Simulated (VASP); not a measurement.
# Mn3O (P6_3/mmc) in VASP: single point with PBE

Aim: the single point of Mn3O with PBE.

Program: VASP 6.6.1. These are calculated values, not measurements. Logs are shortened: lines on timing, memory, paths and dates and some standing lists are left out, and cuts for length are marked.

## Step 1: The cell of the first run

The structure is hexagonal, space group P6_3/mmc (No. 194). The conventional cell has a = 4.939 Å, b = 4.939 Å, c = 4.026 Å, α = 90.00°, β = 90.00°, γ = 120.00°. Mn (site symmetry mm2) has 8 Mn at 2.41 to 2.53 Å and 4 O at 2.45 to 2.47 Å as nearest neighbours. Around O (site symmetry -6m2) lie 12 Mn at 2.45 to 2.47 Å.

The cell comes from a database or a generator and needn't be the stable form of this composition.

## Step 2: Single point, PBE, collinear spin, typed start (Te replaced by O, lengths x 0.922, strained and moved within the space group)

The input, INCAR:

```
  PREC = Accurate
  ENCUT = 520
  EDIFF = 1E-7
  ISMEAR = 0
  SIGMA = 0.1
  LREAL = False
  LASPH = True
  NELM = 150
  ALGO = Fast
  ISIF = 2
  LWAVE = False
  LCHARG = False
  ISPIN = 2
  MAGMOM = 4 4 4 4 4 4 0 0
  LORBIT = 11
  LMAXMIX = 4
  GGA = PE
  NBANDS = 59
```

The input, KPOINTS:

```
regular mesh
0
Gamma
  6 6 4
```

The input, POSCAR:

```
Mn3O
1.0
    4.9391416790      0.0000000000      0.0000000000
   -2.4695708395      4.2774221669      0.0000000000
    0.0000000000      0.0000000000      4.0263130047
Mn O
6 2
Direct
    0.3410882343      0.1705441172      0.7500000000
    0.8294558828      0.1705441172      0.7500000000
    0.8294558828      0.6589117657      0.7500000000
    0.6589117657      0.8294558828      0.2500000000
    0.1705441172      0.8294558828      0.2500000000
    0.1705441172      0.3410882343      0.2500000000
    0.6666666667      0.3333333333      0.2500000000
    0.3333333333      0.6666666667      0.7500000000
```

Potentials or basis: VASP PAW PBE potentials, release 64 (Mn_pv, O).

The run is started by

```console
$ cat potpaw_PBE.64/Mn_pv/POTCAR potpaw_PBE.64/O/POTCAR > POTCAR
$ mpirun -np 1 vasp_std > vasp.out
```

OUTCAR:

```text
PREC = Accurate
   ENCUT = 520
   EDIFF = 1E-7
   ISMEAR = 0
   LREAL = False
   LASPH = True
   NELM = 150
   ISIF = 2
   ISPIN = 2
   LORBIT = 11
   GGA = PE

 ion  position               nearest neighbor table
   1  0.341  0.171  0.750-   3 2.41   2 2.41   7 2.45   7 2.45   8 2.47   8 2.47   6 2.49   6 2.49
                             5 2.49   5 2.49   3 2.53   2 2.53
   2  0.829  0.171  0.750-   3 2.41   1 2.41   7 2.45   7 2.45   8 2.47   8 2.47   4 2.49   4 2.49
                             6 2.49   6 2.49   3 2.53   1 2.53
   3  0.829  0.659  0.750-   1 2.41   2 2.41   7 2.45   7 2.45   8 2.47   8 2.47   4 2.49   4 2.49
                             5 2.49   5 2.49   2 2.53   1 2.53
   4  0.659  0.829  0.250-   6 2.41   5 2.41   8 2.45   8 2.45   7 2.47   7 2.47   3 2.49   3 2.49
                             2 2.49   2 2.49   6 2.53   5 2.53
   5  0.171  0.829  0.250-   6 2.41   4 2.41   8 2.45   8 2.45   7 2.47   7 2.47   1 2.49   1 2.49
                             3 2.49   3 2.49   6 2.53   4 2.53
   6  0.171  0.341  0.250-   4 2.41   5 2.41   8 2.45   8 2.45   7 2.47   7 2.47   1 2.49   1 2.49
                             2 2.49   2 2.49   5 2.53   4 2.53
   7  0.667  0.333  0.250-   2 2.45   2 2.45   3 2.45   3 2.45   1 2.45   1 2.45   4 2.47   5 2.47
                             5 2.47   4 2.47   6 2.47   6 2.47
   8  0.333  0.667  0.750-   5 2.45   5 2.45   6 2.45   6 2.45   4 2.45   4 2.45   1 2.47   2 2.47
                             2 2.47   1 2.47   3 2.47   3 2.47

  LATTYP: Found a hexagonal cell.
 ALAT       =     4.9391416790
 C/A-ratio  =     0.8151847561

  Lattice vectors:

 A1 = (   4.9391416790,   0.0000000000,   0.0000000000)
 A2 = (  -2.4695708395,   4.2774221669,   0.0000000000)
 A3 = (   0.0000000000,   0.0000000000,   4.0263130047)

Analysis of symmetry for initial positions (statically):
=====================================================================
 Subroutine PRICEL returns:
 Original cell was already a primitive cell.

 Routine SETGRP: Setting up the symmetry group for a
 hexagonal supercell.

 Subroutine GETGRP returns: Found 24 space group operations
 (whereof 12 operations were pure point group operations)
 out of a pool of 24 trial point group operations.

The static configuration has the point symmetry D_3d.
 The point group associated with its full space group is D_6h.

Analysis of symmetry for dynamics (positions and initial velocities):
=====================================================================
 Subroutine PRICEL returns:
 Original cell was already a primitive cell.

 Routine SETGRP: Setting up the symmetry group for a
 hexagonal supercell.

 Subroutine GETGRP returns: Found 24 space group operations
 (whereof 12 operations were pure point group operations)
 out of a pool of 24 trial point group operations.

The dynamic configuration has the point symmetry D_3d.
 The point group associated with its full space group is D_6h.

Analysis of structural, dynamic, and magnetic symmetry:
=====================================================================
 Subroutine PRICEL returns:
 Original cell was already a primitive cell.

 Routine SETGRP: Setting up the symmetry group for a
 hexagonal supercell.

 Subroutine GETGRP returns: Found 24 space group operations
 (whereof 12 operations were pure point group operations)
 out of a pool of 24 trial point group operations.

The overall configuration has the point symmetry D_3d.
 The point group associated with its full space group is D_6h.

 Subroutine INISYM returns: Found 24 space group operations
 (whereof 12 operations are pure point group operations),
 and found     1 'primitive' translations

----------------------------------------------------------------------------------------

                                     Primitive cell

  volume of cell :      85.0631

  direct lattice vectors                    reciprocal lattice vectors
     4.939141679  0.000000000  0.000000000     0.202464328  0.116892834  0.000000000
    -2.469570839  4.277422167  0.000000000     0.000000000  0.233785668  0.000000000
     0.000000000  0.000000000  4.026313005     0.000000000  0.000000000  0.248366185

  length of vectors
     4.939141679  4.939141679  4.026313005     0.233785668  0.233785668  0.248366185

  position of ions in fractional coordinates (direct lattice)
     0.341088234  0.170544117  0.750000000
     0.829455883  0.170544117  0.750000000
     0.829455883  0.658911766  0.750000000
     0.658911766  0.829455883  0.250000000
[... 78 lines left out ...]
   LNONCOLLINEAR =      F non collinear calculations
   LSORBIT =      F    spin-orbit coupling
   LASPH  =      T    aspherical Exc in radial PAW
   ENCUT  =  520.0 eV  38.22 Ry    6.18 a.u.   9.18  9.18  7.49*2*pi/ulx,y,z
   NELM   =    150;   NELMIN=  2; NELMDL= -5     # of ELM steps
   EDIFF  = 0.1E-06   stopping-criterion for ELM
   LREAL  =      F    real-space projection
   EDIFFG = 0.1E-05   stopping-criterion for IOM
   NSW    =      0    number of steps for IOM
   IBRION =     -1    ionic relax: 0-MD 1-quasi-New 2-CG
   NFREE  =      0    steps in history (QN), initial steepest desc. (CG)
   ISIF   =      2    stress and relaxation
   ISYM   =      2    0-nonsym 1-usesym 2-fastsym
   POTIM  = 0.5000    time-step for ionic-motion
   TEBEG  =    0.0;   TEEND  =   0.0 temperature during run
   PSTRESS=    0.0 pullay stress
   NELECT =      90.0000    total number of electrons
   NUPDOWN=      -1.0000    fix difference up-down
   EMIN   =  10.00;   EMAX   =-10.00  energy-range for DOS
   EFERMI =   0.00;   METHOD = LEGACY
   ISMEAR =     0;   SIGMA  =   0.10  broadening in eV -4-tet -1-fermi 0-gaus
   EFERMI_NEDOS =   21; number of points for ismear=-14 and -15
   IALGO  =     68    algorithm
   IMIX   =      4    mixing-type and parameters
     AMIX     =   0.40;   BMIX     =  1.00
     AMIX_MAG =   1.60;   BMIX_MAG =  1.00
  volume/ion in A,a.u.               =      10.63        71.75
  Fermi-wavevector in a.u.,A,eV,Ry     =   1.668176  3.152396 37.862460  2.782812
  Thomas-Fermi vector in A             =   2.754069
   LORBIT       =     11    0 simple, 1 ext, 2 COOP (PROOUT), +10 PAW based schemes
   GGA     = PE    functional components
   LHFCALC =     F    Hartree Fock is set to
   AEXX    =    0.0000 exact exchange contribution
   IVDW    =     0    specifies the selected vdW correction
   LEPSILON=     F    determine dielectric tensor
   LRPA    =     F    only Hartree local field effects (RPA)
 spin polarized calculation
 RMM-DIIS sequential band-by-band and
 Gauss-broadening in eV      SIGMA  =   0.10
  energy-cutoff  :      520.00
  volume of cell :       85.06
 maximum number of plane-waves:      2313
 NGX is ok and might be reduce to    40
   NGX = 19   NGY = 19   NGZ = 15

 number of electron      90.0000084 magnetization      10.2437134

 number of electron      90.0000084 magnetization       9.9275323

 Free energy of the ion-electron system (eV)
  ---------------------------------------------------
  ext. energy  EPLUGINS =         0.00000000
  ---------------------------------------------------
  free energy    TOTEN  =       -59.87645580 eV

  energy without entropy =      -59.83131480  energy(sigma->0) =      -59.85388530

 E-fermi :   9.1407     XC(G=0): -13.1862

 val. band max:        9.1352904762   @ k =   0.5000  -0.0000   0.0000
 cond. band min:       9.1431761270   @ k =   0.0000   0.0000   0.0000
 fundamental gap:      0.0078856508
 Fermi energy:         9.1407149629

 spin component 1

 k-point     1 :       0.0000    0.0000    0.0000
  band No.  band energies     occupation
      1     -39.8137      1.00000
      2     -39.7055      1.00000
      3     -39.6945      1.00000
      4     -39.5970      1.00000
      5     -39.5970      1.00000
      6     -39.5612      1.00000
[... 1249 lines left out ...]
     56      10.0656      0.00000
     57      11.2206      0.00000
 Fermi energy:         9.1407149629

 spin component 2

 k-point     1 :       0.0000    0.0000    0.0000
  band No.  band energies     occupation
      1     -38.2403      1.00000
      2     -38.1126      1.00000
      3     -38.0917      1.00000
      4     -37.8864      1.00000
      5     -37.8864      1.00000
      6     -37.8100      1.00000
[... 1249 lines left out ...]
     56      11.3721      0.00000
     57      12.0034      0.00000
 [bands above 57 left out]

------------------------ aborting loop because EDIFF is reached ----------------------------------------

  FORCE on cell =-STRESS in cart. coord.  units (eV):
  Direction    XX          YY          ZZ          XY          YZ          ZX
  --------------------------------------------------------------------------------------
  -------------------------------------------------------------------------------------
  Total        0.8286294      0.8286294     -5.3448800      0.0000000      0.0000000      0.0000000
  in kB       15.6073716     15.6073716   -100.6717011      0.0000000      0.0000000      0.0000000
  external PRESSURE =     -23.1523193 kB  Pullay stress =       0.0000000 kB

 VOLUME and BASIS-vectors are now :
 -----------------------------------------------------------------------------
  energy-cutoff  :      520.00
  volume of cell :       85.06
      direct lattice vectors                 reciprocal lattice vectors
     4.939141679  0.000000000  0.000000000     0.202464328  0.116892834  0.000000000
    -2.469570839  4.277422167  0.000000000     0.000000000  0.233785668  0.000000000
     0.000000000  0.000000000  4.026313005     0.000000000  0.000000000  0.248366185

 POSITION                                       TOTAL-FORCE (eV/Angst)
 -----------------------------------------------------------------------------------
      1.26351      0.72949      3.01973        -0.764072     -0.441137     -0.000000
      3.67563      0.72949      3.01973         0.764072     -0.441137      0.000000
      2.46957      2.81844      3.01973        -0.000000      0.882274      0.000000
      1.20606      3.54793      1.00658         0.764072      0.441137      0.000000
     -1.20606      3.54793      1.00658        -0.764072      0.441137     -0.000000
      0.00000      1.45898      1.00658        -0.000000     -0.882274     -0.000000
      2.46957      1.42581      1.00658        -0.000000      0.000000      0.000000
     -0.00000      2.85161      3.01973        -0.000000      0.000000      0.000000
 -----------------------------------------------------------------------------------
    total drift:                               -0.000001      0.000000     -0.000000

  FREE ENERGIE OF THE ION-ELECTRON SYSTEM (eV)
  ---------------------------------------------------
  free  energy   TOTEN  =       -59.8764557958 eV

  energy  without entropy=      -59.8313148021  energy(sigma->0) =      -59.85388530

 total charge

# of ion       s       p       d       tot
------------------------------------------
    1        0.353   6.251   5.217  11.820
    2        0.353   6.251   5.217  11.820
    3        0.353   6.251   5.217  11.820
    4        0.353   6.251   5.217  11.820
    5        0.353   6.251   5.217  11.820
    6        0.353   6.251   5.217  11.820
    7        1.620   3.197   0.000   4.816
    8        1.620   3.197   0.000   4.816
--------------------------------------------------
tot          5.357  43.897  31.302  80.555

 magnetization (x)

# of ion       s       p       d       tot
------------------------------------------
    1       -0.004   0.008   1.571   1.575
    2       -0.004   0.008   1.571   1.575
    3       -0.004   0.008   1.571   1.575
    4       -0.004   0.008   1.571   1.575
    5       -0.004   0.008   1.571   1.575
    6       -0.004   0.008   1.571   1.575
    7        0.016   0.073   0.000   0.089
    8        0.016   0.073   0.000   0.089
--------------------------------------------------
tot          0.009   0.194   9.429   9.631
```

Run time: 5.1 min. Hardware: 1 thread of Intel Xeon Platinum 8488C (Sapphire Rapids), shared host; peak memory 0.33 GiB.

What came out:

- Free energy: -59.8765 eV
- Pressure: -2.3 GPa
- Largest force: 0.882 eV/Å
- Band gap on the k mesh: none (metal or under the smearing width)
- Net moment: 9.93 μB per cell
- Site moments: Mn +1.57; O +0.09 μB
- Valence electrons inside the program's atomic spheres: Mn 11.82; O 4.82

Forces in eV/Å, atoms in the order of the input:
```
Mn  -0.764 -0.441  0.000
Mn   0.764 -0.441  0.000
Mn   0.000  0.882  0.000
Mn   0.764  0.441  0.000
Mn  -0.764  0.441  0.000
Mn   0.000 -0.882  0.000
O    0.000  0.000  0.000
O    0.000  0.000  0.000
```

Levels at points of the mesh, in eV from the Fermi level:
Spin up:
```csv
k point,band 48,band 49,band 50,band 51,band 52,band 53
"(0.00, 0.00, 0.00)",0.00,0.00,0.16,0.28,0.28,0.92
"(0.50, 0.00, 0.00)",-0.04,-0.01,0.04,0.13,0.21,0.28
"(0.00, 0.00, 0.50)",-0.01,-0.01,-0.01,0.34,0.34,0.96
"(0.50, 0.00, 0.50)",-0.46,-0.19,-0.19,-0.04,-0.04,0.36
```
Spin down:
| k point | band 37 | band 38 | band 39 | band 40 | band 41 | band 42 | band 43 | band 44 |
| --- | --- | --- | --- | --- | --- | --- | --- | --- |
| (0.00, 0.00, 0.00) | -0.55 | -0.44 | -0.44 | -0.24 | 0.28 | 0.53 | 0.53 | 1.71 |
| (0.50, 0.00, 0.00) | -0.59 | -0.49 | -0.33 | -0.15 | -0.09 | 0.22 | 0.42 | 0.57 |
| (0.00, 0.00, 0.50) | -1.38 | -1.38 | -0.37 | -0.37 | 0.79 | 0.79 | 1.26 | 1.26 |
| (0.50, 0.00, 0.50) | -0.63 | -0.63 | 0.17 | 0.17 | 0.32 | 0.32 | 0.47 | 0.47 |

Caveat: the k mesh is coarse (spacing up to 0.39 Å⁻¹), so the values aren't converged; semilocal functionals often make such compounds metallic where correlation or magnetic order opens a gap, which also shifts bond lengths.
